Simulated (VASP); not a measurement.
Wanted: the native input for a VASP 6.6.1 run.

```yaml
Task: single point
Functional: PBE
Potentials_or_basis: VASP PAW PBE potentials, release 64 (S)
Cutoff: 520 eV
k_mesh: 8 × 8 × 4
Occupations: gaussian, width 0.1 eV
Spin: no spin polarisation
Dipole_correction: no
Further_INCAR_settings: ALGO = Fast; EDIFF = 1e-06; NBANDS = 9
```

The structure of S lies in POSCAR:

```
S
1.0
    2.3488633342      0.0000000000      0.0000000000
    0.0000000000      2.3488633342      0.0000000000
    0.0000000000      0.0000000000      4.0387666980
S
1
Direct
    0.0000000000      0.0000000000      0.0000000000
```

This isn't the form of S at room conditions, which is orthorhombic, of S8 rings.

The cell isn't the ideal one: O replaced by S, lengths x 1.355, strained and moved within the space group.

These files were run (other wordings do the same):

INCAR

```
SYSTEM = S
PREC = Accurate
ENCUT = 520
EDIFF = 1E-6
ISMEAR = 0
SIGMA = 0.1
LREAL = .FALSE.
LASPH = .TRUE.
NELM = 80
ALGO = Fast
ISIF = 2
LWAVE = .FALSE.
LCHARG = .FALSE.
GGA = PE
NBANDS = 9
```

KPOINTS

```
Automatic mesh
0
G
  8 8 4
  0 0 0
```

Potentials or basis: VASP PAW PBE potentials, release 64 (S).

Command:

```sh
$ cat potpaw_PBE.64/S/POTCAR > POTCAR
$ mpirun -np 1 vasp_std > vasp.out
```

It gave:

| Item | Value |
| --- | --- |
| Pressure | 2.0 GPa |
| Band gap on the k mesh | none (metal or under the smearing width) |

Caveat: the k mesh is coarse (spacing up to 0.39 Å⁻¹), so the values aren't converged.

It took 6.7 s on 1 thread of Intel(R) Xeon(R) 6975P-C (Granite Rapids), with other jobs on the host, peak memory 0.11 GiB.
